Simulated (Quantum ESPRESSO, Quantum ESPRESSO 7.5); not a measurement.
## 2H-MoTe2, 2 layers, AA' stacking, stepped through biaxial strain

What law, if any, do the results for 2H-MoTe2, 2 layers, AA' stacking follow against biaxial strain?

Program: Quantum ESPRESSO 7.5. Level of theory: plane-wave DFT, PBE, GBRV ultrasoft pseudopotentials (geometry by pw.x at PBE-D3(BJ), GBRV ultrasoft). Results are calculated unless marked as measured.

**1. The structure**

The cell holds 6 atoms: 4 Te and 2 Mo. Its edges and angles: a = 3.550 Å, b = 3.550 Å, c = 25.748 Å, α = 90.0°, β = 90.0°, γ = 120.0°. It derives from MoTe2. Vacuum lies along c.

Set-up: Cell and atoms are first relaxed with a D3(BJ) correction; each strained cell is then held and the atoms relax in it. A periodic run with 15 Å of vacuum in the starting cell gives the vacuum levels, and bands follow along a path.

Members -2, -1, 0, 1 and 2 took the same steps and show in the table alone.

**2. Relaxing cell and ions of the reference**

What the set-up leaves free in this member is relaxed.

ref.relax.in reads:

```
&control
  prefix = 'ref.relax'
  outdir = './out'
  pseudo_dir = './pseudo'
  nstep = 80
  forc_conv_thr = 0.0004
  calculation = 'vc-relax'
  etot_conv_thr = 1e-06
/
&system
  ibrav = 0
  nat = 6
  ntyp = 2
  ecutwfc = 50
  ecutrho = 250
  vdw_corr = 'grimme-d3'
  dftd3_version = 4
  occupations = 'smearing'
  smearing = 'fd'
  degauss = 0.004
/
&electrons
  conv_thr = 1e-09
  mixing_beta = 0.4
  electron_maxstep = 120
  mixing_mode = 'plain'
/
&ions
/
&cell
  cell_dofree = '2Dxy'
  press_conv_thr = 0.3
/
ATOMIC_SPECIES
  Te  127.6000  te_pbe_v1.uspp.F.UPF
  Mo  95.9500  mo_pbe_v1.uspp.F.UPF
CELL_PARAMETERS angstrom
  3.55000000000000 0.00000000000000 0.00000000000000
  -1.77500000000000 3.07439018343476 0.00000000000000
  0.00000000000000 0.00000000000000 25.74820526129667
ATOMIC_POSITIONS crystal
  Te  0.333333333300 0.666666666700 0.291282437898
  Mo  0.000000000000 0.000000000000 0.364571092240
  Te  0.333333333300 0.666666666700 0.437859746582
  Te  0.000000000000 0.000000000000 0.562140253418
  Mo  0.333333333300 0.666666666700 0.635428907760
  Te  0.000000000000 0.000000000000 0.708717562102
K_POINTS automatic
  12 12 1 0 0 0
```

Command:

```
OMP_NUM_THREADS=1 mpirun -n 4 pw.x -nk 4 -in ref.relax.in > ref.relax.out
```

The log of the run:

```text
Program PWSCF v.7.5 starts
[citation notice left out]

     Parallel version (MPI & OpenMP), running on       4 processor cores
     Number of MPI processes:                 4
     Threads/MPI process:                     1

     MPI processes distributed on     1 nodes
[...]
Current dimensions of program PWSCF are:
     Max number of different atomic species (ntypx) = 10
     Max number of k-points (npk) =  40000
     Max angular momentum in pseudopotentials (lmaxx) =  4
     Message from routine setup:
     using ibrav=0 with symmetry is DISCOURAGED, use correct ibrav instead

     K-points division:     npool     =       4
     Subspace diagonalization in iterative solution of the eigenvalue problem:
     a serial algorithm will be used

     G-vector sticks info
     --------------------
     sticks:   dense  smooth     PW     G-vecs:    dense   smooth      PW
     Sum         769     613    187               126581    90339   14645

     Using Slab Decomposition

     bravais-lattice index     =            0
     lattice parameter (alat)  =       6.7085  a.u.
     unit-cell volume          =    1896.4042 (a.u.)^3
     number of atoms/cell      =            6
     number of atomic types    =            2
     number of electrons       =        52.00
     number of Kohn-Sham states=           31
     kinetic-energy cutoff     =      50.0000  Ry
     charge density cutoff     =     250.0000  Ry
     scf convergence threshold =      1.0E-09
     mixing beta               =       0.4000
     number of iterations used =            8  plain     mixing
     energy convergence thresh.=      1.0E-06
     force convergence thresh. =      4.0E-04
     press convergence thresh. =      3.0E-01
     Exchange-correlation= SLA  PW   PBE  PBE
                           (   1   4   3   4   0   0   0)
     nstep                     =           80

     celldm(1)=   6.708528  celldm(2)=   0.000000  celldm(3)=   0.000000
     celldm(4)=   0.000000  celldm(5)=   0.000000  celldm(6)=   0.000000

     crystal axes: (cart. coord. in units of alat)
               a(1) = (   1.000000   0.000000   0.000000 )
               a(2) = (  -0.500000   0.866025   0.000000 )
               a(3) = (   0.000000   0.000000   7.253016 )

     reciprocal axes: (cart. coord. in units 2 pi/alat)
               b(1) = (  1.000000  0.577350 -0.000000 )
               b(2) = (  0.000000  1.154701  0.000000 )
               b(3) = (  0.000000 -0.000000  0.137874 )

     PseudoPot. # 1 for Te read from file:
     ./pseudo/te_pbe_v1.uspp.F.UPF
     Pseudo is Ultrasoft + core correction, Zval =  6.0
     Generated by new atomic code, or converted to UPF format
     Using radial grid of  891 points,  5 beta functions with:
                l(1) =   0
                l(2) =   0
                l(3) =   1
                l(4) =   1
                l(5) =   2
     Q(r) pseudized with  6 coefficients,  rinner =    1.800   1.800   1.800
                                                       1.800   1.800

     PseudoPot. # 2 for Mo read from file:
     ./pseudo/mo_pbe_v1.uspp.F.UPF
     Pseudo is Ultrasoft + core correction, Zval = 14.0
     Generated by new atomic code, or converted to UPF format
     Using radial grid of  889 points,  6 beta functions with:
                l(1) =   0
                l(2) =   0
                l(3) =   1
                l(4) =   1
                l(5) =   2
                l(6) =   2
     Q(r) pseudized with  6 coefficients,  rinner =    1.000   1.000   1.000
                                                       1.000   1.000

     atomic species   valence    mass     pseudopotential
     Te                6.00   127.60000     Te( 1.00)
     Mo               14.00    95.95000     Mo( 1.00)

     12 Sym. Ops., with inversion, found ( 6 have fractional translation)

   Cartesian axes

     site n.     atom                  positions (alat units)
         1        Te     tau(   1) = (  -0.0000000   0.5773503   2.1126761  )
         2        Mo     tau(   2) = (   0.0000000   0.0000000   2.6442398  )
         3        Te     tau(   3) = (  -0.0000000   0.5773503   3.1758036  )
         4        Te     tau(   4) = (   0.0000000   0.0000000   4.0772120  )
         5        Mo     tau(   5) = (  -0.0000000   0.5773503   4.6087758  )
         6        Te     tau(   6) = (   0.0000000   0.0000000   5.1403395  )

     --------------------------------------------
     DFT-D3 Dispersion Correction (3-body terms):
     --------------------------------------------
       Reference C6 values for interpolation:

         atom   Coordination number   C6
         Mo         0.000          1691.79
         Mo         1.942          1004.01
         Mo        11.056           674.22
         Te         0.000           851.07
         Te         0.981           850.20
         Te         1.964           837.16

       Values used:

         atom   Coordination number  R0_AB[au]  C6      C8
         Te         4.400            3.676    837.16  84978.05
         Mo         7.304            3.547    674.22  77634.20
         Te         4.721            3.676    837.16  84978.05
         Te         4.721            3.676    837.16  84978.05
         Mo         7.304            3.547    674.22  77634.20
         Te         4.400            3.676    837.16  84978.05

         Molecular C6 ( Ry / a.u.^6 ) =     28103.30

     number of k points=    19  Fermi-Dirac smearing, width (Ry)=  0.0040
                       cart. coord. in units 2pi/alat
        k(    1) = (   0.0000000   0.0000000   0.0000000), wk =   0.0138889
        k(    2) = (   0.0000000   0.0962250   0.0000000), wk =   0.0833333
        k(    3) = (   0.0000000   0.1924501   0.0000000), wk =   0.0833333
        k(    4) = (   0.0000000   0.2886751   0.0000000), wk =   0.0833333
        k(    5) = (   0.0000000   0.3849002   0.0000000), wk =   0.0833333
        k(    6) = (   0.0000000   0.4811252   0.0000000), wk =   0.0833333
        k(    7) = (   0.0000000  -0.5773503   0.0000000), wk =   0.0416667
        k(    8) = (   0.0833333   0.1443376   0.0000000), wk =   0.0833333
        k(    9) = (   0.0833333   0.2405626   0.0000000), wk =   0.1666667
        k(   10) = (   0.0833333   0.3367877   0.0000000), wk =   0.1666667
[...]
k(   19) = (   0.3333333   0.5773503   0.0000000), wk =   0.0277778

     Dense  grid:   126581 G-vectors     FFT dimensions: (  36,  36, 250)

     Smooth grid:    90339 G-vectors     FFT dimensions: (  36,  36, 225)

     Estimated max dynamical RAM per process >     228.66 MB

[...]
enthalpy           new  =    -384.9703813022 Ry

     CASE: enthalpy          _new < enthalpy          _old

     new trust radius        =       0.0410355515 bohr
     new conv_thr            =       0.0000000003 Ry

     new unit-cell volume =   1853.32541 a.u.^3 (   274.63449 Ang^3 )
     density =      4.24636 g/cm^3

CELL_PARAMETERS (angstrom)
   3.509447437   0.000000000   0.000000000
  -1.754723719   3.039270634   0.000000000
   0.000000000   0.000000000  25.748205261

ATOMIC_POSITIONS (crystal)
Te               0.3333333333        0.6666666667        0.2937795831
Mo               0.0000000000        0.0000000000        0.3645333657
Te               0.3333333333        0.6666666667        0.4354380758
Te               0.0000000000        0.0000000000        0.5645619242
Mo               0.3333333333        0.6666666667        0.6354666343
Te              -0.0000000000        0.0000000000        0.7062204169

[...]
NEW-OLD atomic charge density approx. for the potential
     New effective cutoffs (rho, wfc):  255.61   51.16

     negative rho (up, down):  2.243E-03 0.000E+00

     total cpu time spent up to now is      173.6 secs

     per-process dynamical memory:   132.2 Mb

[...]
!    total energy              =    -384.97168453 Ry
[...]
Total force =     0.001610     Total SCF correction =     0.000104
[...]
number of bfgs steps    =   3
[...]
new trust radius        =       0.0037678450 bohr
[...]
!    total energy              =    -384.97169967 Ry
[...]
Total force =     0.001669     Total SCF correction =     0.000013
[...]
number of bfgs steps    =   4
[...]
new trust radius        =       0.0030963530 bohr
[...]
!    total energy              =    -384.97170918 Ry
[...]
Total force =     0.001988     Total SCF correction =     0.000008
[...]
number of bfgs steps    =   5
[...]
new trust radius        =       0.0034059883 bohr
[...]
!    total energy              =    -384.97181015 Ry
[...]
Total force =     0.003020     Total SCF correction =     0.000012
[...]
number of bfgs steps    =  14
[...]
new trust radius        =       0.0219484885 bohr
[...]
Self-consistent Calculation

     iteration #  1     ecut=    50.00 Ry     beta= 0.40
     Davidson diagonalization with overlap
     ethr =  1.00E-06,  avg # of iterations =  7.0

     negative rho (up, down):  2.290E-03 0.000E+00

     total cpu time spent up to now is      756.7 secs

     total energy              =    -384.97181743 Ry
     estimated scf accuracy    <       0.00005824 Ry

[...]
iteration # 12     ecut=    50.00 Ry     beta= 0.40
[...]
negative rho (up, down):  2.289E-03 0.000E+00

[...]
End of self-consistent calculation

          k = 0.0000 0.0000 0.0000 ( 11347 PWs)   bands (ev):

   -57.5267 -57.5267 -31.6892 -31.6892 -31.5546 -31.5546 -31.5546 -31.5546
    -9.6472  -9.4328  -8.7437  -8.4532  -2.3054  -1.5609   0.7066   1.5727
     1.5727   1.5807   1.5807   1.9584   2.3405   2.3405   2.3638   2.3638
     2.5185   3.3423   6.2311   6.2311   6.3304   6.3304   6.5014

          k =-0.0000 0.0971 0.0000 ( 11373 PWs)   bands (ev):

   -57.5261 -57.5261 -31.6873 -31.6873 -31.5634 -31.5634 -31.5567 -31.5567
    -9.5497  -9.3360  -8.6715  -8.3865  -2.1996  -1.4569   0.6350   1.3442
     1.3612   1.6507   1.6627   1.6671   2.2057   2.2334   2.3156   2.4634
     2.5584   3.2909   5.8580   5.9279   6.0071   6.0749   6.1757

          k =-0.0000 0.1942 0.0000 ( 11383 PWs)   bands (ev):

   -57.5243 -57.5243 -31.6824 -31.6823 -31.5871 -31.5871 -31.5623 -31.5623
    -9.2655  -9.0548  -8.4616  -8.1937  -1.9047  -1.1737   0.4155   0.7315
     0.7800   1.1237   1.8587   1.8875   1.8907   1.9224   2.1350   2.4388
     2.5293   2.9538   5.1279   5.2548   5.3876   5.5582   5.7359

          k =-0.0000 0.2913 0.0000 ( 11381 PWs)   bands (ev):

   -57.5219 -57.5219 -31.6756 -31.6756 -31.6193 -31.6193 -31.5699 -31.5699
    -8.8235  -8.6212  -8.1375  -7.9003  -1.5178  -0.8594  -0.1618  -0.0130
     0.0857   0.4044   1.4967   1.5442   1.7470   2.1558   2.1889   2.2342
     2.3427   2.4583   4.5820   4.8576   5.2439   5.3229   5.4471

          k =-0.0000 0.3884 0.0000 ( 11345 PWs)   bands (ev):

   -57.5195 -57.5195 -31.6688 -31.6687 -31.6513 -31.6513 -31.5775 -31.5775
    -8.2859  -8.1039  -7.7514  -7.5624  -1.4740  -1.2152  -0.8791  -0.5912
    -0.4098  -0.0691   1.1688   1.2240   1.4428   1.8084   2.1466   2.2758
     2.5165   2.6035   4.5277   4.8180   4.8807   5.0312   5.6283

          k =-0.0000 0.4855 0.0000 ( 11309 PWs)   bands (ev):

   -57.5177 -57.5177 -31.6746 -31.6746 -31.6638 -31.6638 -31.5831 -31.5831
    -7.7817  -7.6412  -7.4050  -7.2827  -2.1147  -1.9325  -1.3460  -1.2244
    -0.4274  -0.0062   0.9529   1.0126   1.3495   1.5852   2.2237   2.3552
     2.7504   2.8948   4.6986   4.7192   4.7759   4.9471   5.9666

[...]
the Fermi energy is     3.7452 ev

!    total energy              =    -384.97183598 Ry
     estimated scf accuracy    <          3.1E-12 Ry
     smearing contrib. (-TS)   =      -0.00000287 Ry
     internal energy E=F+TS    =    -384.97183310 Ry

     The total energy is F=E-TS. E is the sum of the following terms:
     one-electron contribution =   -1975.51122863 Ry
     hartree contribution      =     995.94507248 Ry
     xc contribution           =     -96.68517546 Ry
     ewald contribution        =     691.47716105 Ry
     DFT-D3 Dispersion         =      -0.19766254 Ry

     convergence has been achieved in  12 iterations

     negative rho (up, down):  2.289E-03 0.000E+00

     Forces acting on atoms (cartesian axes, Ry/au):

     atom    1 type  1   force =    -0.00000000   -0.00000000   -0.00162508
     atom    2 type  2   force =     0.00000000    0.00000000    0.00114469
     atom    3 type  1   force =    -0.00000000    0.00000000    0.00092169
     atom    4 type  1   force =     0.00000000   -0.00000000   -0.00092169
     atom    5 type  2   force =    -0.00000000   -0.00000000   -0.00114469
     atom    6 type  1   force =    -0.00000000   -0.00000000    0.00162508

     Total force =     0.003099     Total SCF correction =     0.000013

     Computing stress (Cartesian axis) and pressure

     negative rho (up, down):  2.289E-03 0.000E+00
          total   stress  (Ry/bohr**3)                   (kbar)     P=        0.38
   0.00000142  -0.00000000   0.00000000            0.21       -0.00        0.00
  -0.00000000   0.00000142   0.00000000           -0.00        0.21        0.00
   0.00000000   0.00000000   0.00000483            0.00        0.00        0.71

     Energy error            =      2.6E-05 Ry
     Gradient error          =      1.6E-03 Ry/Bohr
     Cell gradient error     =      2.1E-01 kbar

     number of scf cycles    =  16
     number of bfgs steps    =  15

     enthalpy           old  =    -384.9718101453 Ry
     enthalpy           new  =    -384.9718359758 Ry

     CASE: enthalpy          _new < enthalpy          _old

     new trust radius        =       0.0168593021 bohr
     new conv_thr            =            4.1E-11 Ry

     new unit-cell volume =   1862.21026 a.u.^3 (   275.95109 Ang^3 )
     density =      4.22610 g/cm^3

CELL_PARAMETERS (angstrom)
   3.517849538  -0.000000000   0.000000000
  -1.758924769   3.046547067   0.000000000
   0.000000000   0.000000000  25.748205261

ATOMIC_POSITIONS (crystal)
Te               0.3333333333        0.6666666667        0.2956428614
Mo              -0.0000000000       -0.0000000000        0.3661725523
Te               0.3333333333        0.6666666667        0.4368735
```

Elapsed: 18 min, on 4 MPI ranks of Arm Neoverse V2, shared host; peak memory 1 GiB; 72 min of CPU time.

Relaxation path:

```
step  energy less that of the first step (eV)  largest force (eV/Å)  volume (Å³)
   1                                   0.0000                0.9852       281.02
   2                                  -0.0909                0.6917       278.90
   3                                  -0.1516                0.3484       276.66
   4                                  -0.1694                0.0224       274.63
   5                                  -0.1696                0.0258       274.87
   6                                  -0.1697                0.0338       275.07
   7                                  -0.1698                0.0349       275.29
   8                                  -0.1701                0.0286       275.62
   9                                  -0.1702                0.0163       275.94
  10                                  -0.1702                0.0199       275.99
  11                                  -0.1703                0.0226       276.01
  12                                  -0.1704                0.0252       276.03
  13                                  -0.1705                0.0275       276.04
  14                                  -0.1708                0.0291       276.04
  15                                  -0.1711                0.0358       276.04
  16                                  -0.1714                0.0418       276.01
  17                                  -0.1716                0.0339       275.95
  18                                  -0.1717                0.0195       275.90
  19                                  -0.1717                0.0013       275.87
  20                                  -0.1717                0.0001       275.87
  21                                  -0.1714                0.0036       275.87
```

```
cell as run  before  after  change
      a (Å)   3.550  3.517  -0.9 %
      b (Å)   3.550  3.517  -0.9 %
```

The atoms that moved most (Å, along periodic axes as changes of fractional coordinates times the final cell, across vacuum about the mean position):

```
atom     dx     dy      dz  length
 Te6  0.000  0.000  -0.109   0.109
 Te1  0.000  0.000   0.109   0.109
 Mo2  0.000  0.000   0.041   0.041
 Mo5  0.000  0.000  -0.041   0.041
 Te4  0.000  0.000   0.025   0.025
 Te3  0.000  0.000  -0.025   0.025
```

The relaxed structure:

```xyz
6
Lattice="3.5173 0.0000 0.0000 -1.7587 3.0461 0.0000 0.0000 0.0000 25.7482" Properties=species:S:1:pos:R:3
Te    0.0000    2.0307    7.6091
Mo    0.0000    0.0000    9.4280
Te    0.0000    2.0307   11.2494
Te    0.0000    0.0000   14.4988
Mo    0.0000    2.0307   16.3202
Te    0.0000    0.0000   18.1391
```

 The last row is no step: it is a fresh SCF in the final cell with a new plane-wave basis, +0 meV from the row before.

Read from the output:

- free energy: -5237.8087 eV
- Fermi energy: 3.754 eV

(Continued in part 2 of 8.)

[Logs are printed without paths, hosts, clocks, repeated set-up lines and the standing remarks that a program may print on its own settings, such as how far it seeks lower states.]

[Hosts, paths, dates, database ids (printed as entryN), source tags and the programs' standing remarks are cut or masked in the printed files.]

[Maps of the electrostatic potential energy from Ansatz leave out the sawtooth potential of an applied field or a dipole correction, so their vacuum need not be flat; planar profiles and work functions include it.]
